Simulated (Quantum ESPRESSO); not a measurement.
# HfN under changes of volume

One of the cells (14.793 Å³/atom); the others are scaled copies at fixed shape and fractional positions:

```xyz
2
Lattice="0.0000 2.4548 2.4548 2.4548 0.0000 2.4548 2.4548 2.4548 0.0000" Properties=species:S:1:pos:R:3 pbc="T T T"
Hf    0.0000    0.0000    0.0000
N     1.2274    1.2274    1.2274
```

The cell comes from a database or a generator and needn't be the stable form of this composition.

```yaml
Program: Quantum ESPRESSO 7.5
Functional: r2SCAN
Potentials_or_basis: SG15 PBE 1.2
Cutoff: 1197 eV
Density_cutoff: 4789 eV
k_mesh: 7 × 7 × 7
Occupations: fermi-dirac, width 0.05 eV
Spin: no spin polarisation
```

```tsv
volume (Å³/atom)	energy over the lowest point (meV/atom)	pressure (GPa)
13.906	3.99	4.5
14.201	0.00	-0.2
14.497	4.26	-4.4
14.793	15.99	-8.3
15.089	?	?
15.385	59.07	-14.9
15.681	89.16	-17.7
```

Question: What does the run at 15.089 Å³/atom give?

Answer: Energy over the lowest point 34.48 meV/atom; pressure -11.7 GPa.

Worked out: A Birch-Murnaghan fit of order 3 (a polynomial in V^(-2/3)) to the other rows has its minimum at 14.19 Å³/atom with B0 = V·E''(V) = 215 GPa and B' = 3.9. It gives 34.48 meV/atom at 15.089 Å³/atom, against the run's 34.48, and -dE/dV = -11.7 GPa, against -11.7.

Energies are extrapolated to zero smearing.

Caveats: the potentials were made for another functional, which shifts forces and pressure.
